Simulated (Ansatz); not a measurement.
A run of Ansatz 0.2.0 is set up as follows.

File input.yaml:

```yaml
crystal:
  lattice:
    - [0.0, 2.3885, 2.3885]
    - [2.3885, 0.0, 2.3885]
    - [2.3885, 2.3885, 0.0]
  atoms:
    - { symbol: As, position: [0.75, 0.75, 0.75] }
    - { symbol: B, position: [0.0, 0.0, 0.0] }
kpoints:
  mp_grid: { grid: [10, 10, 10] }
scf:
  occupations: { method: fermi_dirac, width: 0.05 }
hamiltonian:
  xc: revpbe
  dispersion: d4
  pseudopotentials: { kind: all_electron, lapw: { basis_error: 0.001 } }
output:
  forces: true
  stress: true
relax:
  f_tol: 0.005
  max_steps: 60
  cell: {}
```

Potentials or basis: all-electron LAPW, scalar-relativistic.

Command:

```bash
$ ansatz run input.yaml --threads 1 --pin off --max-ram 3072MiB --backend cpu --events-out ev --progress --plain --runs-dir out
```

(1) Estimate the relaxed cell.

(2) Estimate the space group after relaxing (to 0.05 Å).

(3) What does it give for the relaxed volume?

Answers

(1) a = 3.343 Å, b = 3.343 Å, c = 3.343 Å, α = 60.00°, β = 60.00°, γ = 60.00°.

(2) F-43m (No. 216).

(3) 13.21 Å³/atom.
